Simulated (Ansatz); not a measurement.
**SnSe: how well frozen cores do**

The same cell of SnSe is computed with full-potential LAPW, frozen-core PAW and all-electron PAW on datasets made for the crystal, to set the results side by side.

Method: DFT PBE, scalar-relativistic, in Ansatz 0.2.0.

### 1 The starting structure

It takes space group Fm-3m (No. 225, cubic). The conventional cell has a = 6.020 Å, b = 6.020 Å, c = 6.020 Å, α = 90.00°, β = 90.00°, γ = 90.00°. Sn (site symmetry m-3m) has 6 Se at 3.01 Å as nearest neighbours. Se (site symmetry m-3m) is surrounded by 6 Sn at 3.01 Å.

Structure file:

```
CELL_PARAMETERS angstrom
0.00000 3.01000 3.01000
3.01000 0.00000 3.01000
3.01000 3.01000 0.00000
ATOMIC_POSITIONS crystal
Sn 0.00000 0.00000 0.00000
Se 0.50000 0.50000 0.50000
```

Structure: COD 9008725, as refined from experiment and not relaxed.

Atoms are numbered in the order of the input: Sn1, Se2.

### 2 Full-potential LAPW

Input file input.yaml:

```yaml
crystal:
  lattice:
    - [0.0, 3.01, 3.01]
    - [3.01, 0.0, 3.01]
    - [3.01, 3.01, 0.0]
  atoms:
    - { symbol: Sn, position: [0.0, 0.0, 0.0] }
    - { symbol: Se, position: [0.5, 0.5, 0.5] }
kpoints:
  mp_grid: { grid: [7, 7, 7] }
  band_path:
    path:
      - [0.0, 0.0, 0.0]
      - [0.5, 0.0, 0.5]
      - [0.625, 0.25, 0.625]
      - [0.375, 0.375, 0.75]
      - [0.0, 0.0, 0.0]
      - [0.5, 0.5, 0.5]
      - [0.5, 0.25, 0.75]
      - [0.5, 0.0, 0.5]
    npoints: 8
scf:
  occupations: { method: fermi_dirac, width: 0.01 }
hamiltonian:
  xc: pbe
  pseudopotentials: { kind: all_electron, lapw: { basis_error: 0.0005 } }
output:
  forces: true
  stress: true
  eigenvalues: true
  populations: true
  dos: { projected: true, de: 0.2, e_range: [-14, 8] }
```

The log of the run, shortened:

```text
Sn: projections on atomic orbitals take those of the free atom 1s2 2s2 2p6 3s2 3p6 3d10 4s2 4p6 4d10 5s2 5p2, of charge +0.00 (hamiltonian.pseudopotentials.projection_atoms)
Se: projections on atomic orbitals take those of the free atom 1s2 2s2 2p6 3s2 3p6 3d10 4s2 4p4, of charge +0.00 (hamiltonian.pseudopotentials.projection_atoms)
LAPW: plane waves up to 7.367 Å⁻¹, error target 5.0e-4 eV per atom; small_component_spin mean_spin; Se in spheres of 1.437 Å, 24 of its electrons in bands, Dirac shells []; Sn in spheres of 1.573 Å, 22 of its electrons in bands, Dirac shells []
[...]
Pseudopotentials: kind: all_electron
Pseudopotential: Sn, LAPW, valence charge 22, Koelling and Harmon's equation, gaussian nucleus
Pseudopotential: Se, LAPW, valence charge 24, Koelling and Harmon's equation, gaussian nucleus
Functional definition: PBE
[...]
Crystal: 2 atoms, lattice volume = 54.542 Å³
Basis set: ecut = 206.80391231510743 eV, 339 PW (Γ), exchange–correlation at level 2
Bands: 28, of which v1, the nominal top of the filled ones, is band 23 counted from 1 (22 counted from 0)
Symmetry: 48 space group operations
Space group: Fm-3m (ITA 225), of the structure as read, at distance tolerance 3.8e-5 Å
k-points: 20 of 343
[...]
SCF iter   1: F=—  HF=-234216.156436 eV  |F-HF|=—  |Δ(HF+E_count)|=         —  Δρ=2.16e-2  dr2=5.78e-1  ethr=1.26e-3  ⟨swp⟩=2.1  Hψ=3525  notcnv=0
[...]
SCF iter   7: F=-234215.971982 eV  HF=-234215.971982 eV  |F-HF|=2.36e-9  |Δ(HF+E_count)|=   5.39e-7  Δρ=5.28e-6  dr2=2.25e-8  ethr=2.17e-10  ⟨swp⟩=2.9  Hψ=1724  notcnv=0
[...]
NSCF: frozen V_eff on 57 k-points
SCF converged after 7 iterations
Free energy (F): -234215.971982 eV
[...]
E sigma→0 (E₀):  -234215.971982 eV
Fermi energy:    11.093929 eV
[...]
--- Forces (eV/Å), atoms counted from 1 ---
  atom   1  Sn    -0.00000000     0.00000000     0.00000000
  atom   2  Se    -0.00000000     0.00000000    -0.00000000
[...]
--- Stress (GPa, compression-positive) ---
        0.963932      -0.000000      -0.000000
       -0.000000       0.963932      -0.000000
       -0.000000      -0.000000       0.963932
  P = ⅓ Tr σ = 0.9639 GPa (9.639 kbar)
--- Band table (eV; the first three rows and the last of 20) ---
[...]
--- Löwdin populations: 2 sites ---
  site symbol       q [e]
     0     Sn     49.6782
     1     Se     34.2693
  spilling = 0.000625 (of n_electrons = 84.000000)
```

Run time: 4.8 s. Hardware: 1 thread, shared host.

Result: pressure 0.96 GPa.

### 3 Frozen-core PAW

input.yaml, as its differences from that of step 2:

```diff
@@ -25,3 +25,3 @@
   xc: pbe
-  pseudopotentials: { kind: all_electron, lapw: { basis_error: 0.0005 } }
+  pseudopotentials: { kind: paw }
 output:
@@ -30,3 +30,5 @@
   eigenvalues: true
+  efg: { contact_densities: true }
   populations: true
+  bader: true
   dos: { projected: true, de: 0.2, e_range: [-14, 8] }
```

The log of the run, shortened:

```text
Sn: output.efg is read without spin–orbit coupling, which moves field gradients at and beside such atoms by some per cent and up to a factor of two; PAW files take it under magnetization.noncollinear and magnetization.spin_orbit
[...]
Pseudopotentials: kind: paw
Pseudopotential: Sn, paw, valence charge 14, recommended cutoff 420 eV (normal)
Pseudopotential: Se, paw, valence charge 16, recommended cutoff 420 eV (normal)
Functional definition: PBE
[...]
Crystal: 2 atoms, lattice volume = 54.542 Å³
Basis set: ecut = 420 eV, 1067 PW (Γ), exchange–correlation on 60×60×60 points (8 copies of the dense FFT grid, shifted against one another)
Bands: 19, of which v1, the nominal top of the filled ones, is band 15 counted from 1 (14 counted from 0)
Symmetry: 48 space group operations
Space group: Fm-3m (ITA 225), of the structure as read, at distance tolerance 3.8e-5 Å
k-points: 20 of 343
[...]
  atom   1  Sn V_zz =    +0.000000   η = 0.0000   by run symmetry: forbidden
            electrostatic potential = -8171.464733 V   contact ρ = 1236485.978593 e/Å³
  atom   2  Se V_zz =    +0.000000   η = 0.0000   by run symmetry: forbidden
            electrostatic potential = -4711.485663 V   contact ρ = 262889.928383 e/Å³
--- Band table (eV; the first three rows and the last of 20) ---
  k-point 0: bands = ["-38.5900", "-38.5900", "-38.5883", "-38.5883", "-38.5883", "-12.5322", "-12.5322", "-12.5322", "-12.5297", "-12.5297", "-4.7879", "4.0116", "6.8907", "6.8907", "6.8907", "13.3975", "13.3975", "13.3975", "14.9514"]
[...]
--- Löwdin populations: 2 sites ---
  site symbol       q [e]
     0     Sn     13.6342
     1     Se     16.3091
  spilling = 0.001889 (of n_electrons = 30.000000)
--- Bader charges: 2 sites ---
  site symbol  charge [e]  shift [e]
     0     Sn      0.8633     0.0000
     1     Se     -0.8633     0.0000
  estimated error of the sums over rays = 2.6e-4 e
```

It took 7.6 s on 1 thread, shared host.

Result: pressure 0.97 GPa.

| atom | Bader charge (e) | basin volume (Å³) |
| --- | --- | --- |
| Sn1 | +0.86 | 24.23 |
| Se2 | -0.86 | 30.31 |

### 4 All-electron PAW on datasets made for the crystal

input.yaml, as its differences from that of step 3:

```diff
@@ -25,3 +25,3 @@
   xc: pbe
-  pseudopotentials: { kind: paw }
+  pseudopotentials: { kind: all_electron, datasets: crystal }
 output:
@@ -31,4 +31 @@
   efg: { contact_densities: true }
-  populations: true
-  bader: true
-  dos: { projected: true, de: 0.2, e_range: [-14, 8] }
```

The log of the run, shortened:

```text
[...]
Sn: output.efg is read without spin–orbit coupling, which moves field gradients at and beside such atoms by some per cent and up to a factor of two; PAW files take it under magnetization.noncollinear and magnetization.spin_orbit
[...]
Pseudopotentials: kind: all_electron
Pseudopotential: Sn, paw, valence charge 14, recommended cutoff 240 eV (normal), Koelling and Harmon's equation, gaussian nucleus
Pseudopotential: Se, paw, valence charge 6, recommended cutoff 240 eV (normal), Koelling and Harmon's equation, gaussian nucleus
Functional definition: PBE
[...]
Crystal: 2 atoms, lattice volume = 54.542 Å³
Basis set: ecut = 240 eV, 459 PW (Γ), exchange–correlation on 48×48×48 points (8 copies of the dense FFT grid, shifted against one another)
Bands: 14, of which v1, the nominal top of the filled ones, is band 10 counted from 1 (9 counted from 0)
Symmetry: 48 space group operations
[...]
--- Forces (eV/Å), atoms counted from 1 ---
  atom   1  Sn    -0.00000000     0.00000000     0.00000000
  atom   2  Se     0.00000000    -0.00000000     0.00000000
[...]
--- Stress (GPa, compression-positive) ---
        0.962535       0.000000       0.000000
        0.000000       0.962535      -0.000000
       -0.000000       0.000000       0.962535
  P = ⅓ Tr σ = 0.9625 GPa (9.625 kbar)
--- PAW observables at the nuclei: V_zz in 10²¹ V/m², potentials from the cell's mean, atoms counted from 1 ---
  atom   1  Sn V_zz =    +0.000000   η = 0.0000   by run symmetry: forbidden
            electrostatic potential = -8171.417022 V   contact ρ = 1236398.053619 e/Å³
  atom   2  Se V_zz =    -0.000000   η = 0.0000   by run symmetry: forbidden
            electrostatic potential = -4711.454001 V   contact ρ = 262960.371823 e/Å³
--- Band table (eV; the first three rows and the last of 20) ---
  k-point 0: bands = ["-10.8115", "-10.8115", "-10.8115", "-10.8091", "-10.8091", "-3.0644", "5.7359", "8.6141", "8.6141", "8.6141", "15.1215", "15.1215"]
[...]
```

It took 3.7 s on 1 thread, shared host.

This run gives: pressure 0.96 GPa.

| atom | contact density (e/Å³) |
| --- | --- |
| Sn1 | 1236398 |
| Se2 | 262960.4 |

### 5 Comparison

| method | pressure (GPa) | SCF cycles, all passes |
| --- | --- | --- |
| LAPW | 0.96 | 7 |
| PAW | 0.97 | 7 |
| crystal datasets | 0.96 | 8 |

### 6 What came out

| quantity | value |
| --- | --- |
| pressure | LAPW 0.96, PAW 0.97, crystal datasets 0.96 GPa |
| Bader charges (PAW) | Sn1 +0.86, Se2 -0.86 e |

The pressure of 1.0 GPa pushes the cell to expand, with the atoms held in place. PAW lies less than 0.01 GPa from LAPW in pressure.
